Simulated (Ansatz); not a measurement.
# Hf: stress in a strained cell

Hf is deformed so: equal xy, yz and zx engineering shear strains of -3 %. What stress and forces result, by LAPW, PAW and all-electron datasets made for the crystal?

Program: Ansatz 0.2.0. Level of theory: DFT PBE, scalar-relativistic. These are calculated values, not measurements.

## Step 1: Starting point

It takes space group Fm-3m (No. 225, cubic). Conventional cell: a = 4.440 Å, b = 4.440 Å, c = 4.440 Å, α = 90.00°, β = 90.00°, γ = 90.00°. Around Hf (site symmetry m-3m) lie 12 Hf at 3.14 Å.

As a file:

```cif
data_structure
_symmetry_space_group_name_H-M 'Fm-3m'
_symmetry_Int_Tables_number 225
_cell_length_a 4.4400
_cell_length_b 4.4400
_cell_length_c 4.4400
_cell_angle_alpha 90.000
_cell_angle_beta 90.000
_cell_angle_gamma 90.000
_cell_volume 87.53
loop_
_atom_site_label
_atom_site_type_symbol
_atom_site_symmetry_multiplicity
_atom_site_Wyckoff_symbol
_atom_site_fract_x
_atom_site_fract_y
_atom_site_fract_z
_atom_site_occupancy
Hf1 Hf 4 a 0.00000 0.00000 0.00000 1
```

The file gives the conventional cell by its symmetry; the runs use the cell typed in the input.

## Step 2: After the deformation

Space group Fm-3m before, R-3m after.

## Step 3: All-electron LAPW

File input.yaml:

```yaml
crystal:
  lattice:
    - [-0.0666, 2.1867, 2.1867]
    - [2.1867, -0.0666, 2.1867]
    - [2.1867, 2.1867, -0.0666]
  atoms:
    - { symbol: Hf, position: [0.0, 0.0, 0.0] }
kpoints:
  mp_grid: { grid: [13, 13, 13] }
  band_path:
    path:
      - [0.0, 0.0, 0.0]
      - [0.5, 0.5, 0.5]
      - [0.2579113083, 0.5, 0.7420886917]
      - [-0.2579113083, 0.2579113083, 0.5]
      - [0.0, 0.0, 0.5]
      - [0.0, 0.0, 0.0]
      - [-0.3789556542, 0.0, 0.3789556542]
      - [0.0, 0.3789556542, 0.6210443458]
      - [0.0, 0.5, 0.5]
    npoints: 5
scf:
  occupations: { method: fermi_dirac, width: 0.03 }
hamiltonian:
  xc: pbe
  pseudopotentials: { kind: all_electron, lapw: { basis_error: 0.001 } }
output:
  forces: true
  stress: true
  eigenvalues: true
```

Started as:

```console
$ ansatz run input.yaml --threads 1 --pin off --max-ram 3072MiB --backend cpu --events-out ev --progress --plain --runs-dir out
```

## Step 4: PAW with frozen cores

File input.yaml:

```yaml
crystal:
  lattice:
    - [-0.0666, 2.1867, 2.1867]
    - [2.1867, -0.0666, 2.1867]
    - [2.1867, 2.1867, -0.0666]
  atoms:
    - { symbol: Hf, position: [0.0, 0.0, 0.0] }
kpoints:
  mp_grid: { grid: [13, 13, 13] }
scf:
  occupations: { method: fermi_dirac, width: 0.03 }
hamiltonian:
  xc: pbe
  pseudopotentials: { kind: paw }
output:
  forces: true
  stress: true
  eigenvalues: true
  efg: { contact_densities: true }
  write_density: true
  write_potential: true
  elf: true
  volumetric_format: npy
```

## Step 5: All-electron PAW on datasets made for the crystal

Edit input.yaml of step 4 so:

```diff
@@ -13,3 +13,3 @@
   xc: pbe
-  pseudopotentials: { kind: paw }
+  pseudopotentials: { kind: all_electron, datasets: crystal }
 output:
@@ -19,5 +19 @@
   efg: { contact_densities: true }
-  write_density: true
-  write_potential: true
-  elf: true
-  volumetric_format: npy
```

(Steps that only read results are left out.)

Q: Predict the outcome of this session. Wanted: pressure; largest shear or deviatoric stress.

**Answer**, as computed:

```
                                 quantity                                           value
                                 pressure  LAPW 3.40, PAW 3.37, crystal datasets 3.39 GPa
largest shear or deviatoric stress (LAPW)                                        2.23 GPa
```

The largest part of the stress beyond the pressure is 2.23 GPa in size. No run of the undeformed cell stands beside it, so the pressure holds what the given cell had before the change. PAW: stress within 0.02 GPa of LAPW. Crystal datasets: stress within 0.01 GPa of LAPW. Spin-orbit coupling is left out, though the cell holds Hf; in elements this heavy it can shift bands and gaps by tenths of an eV.
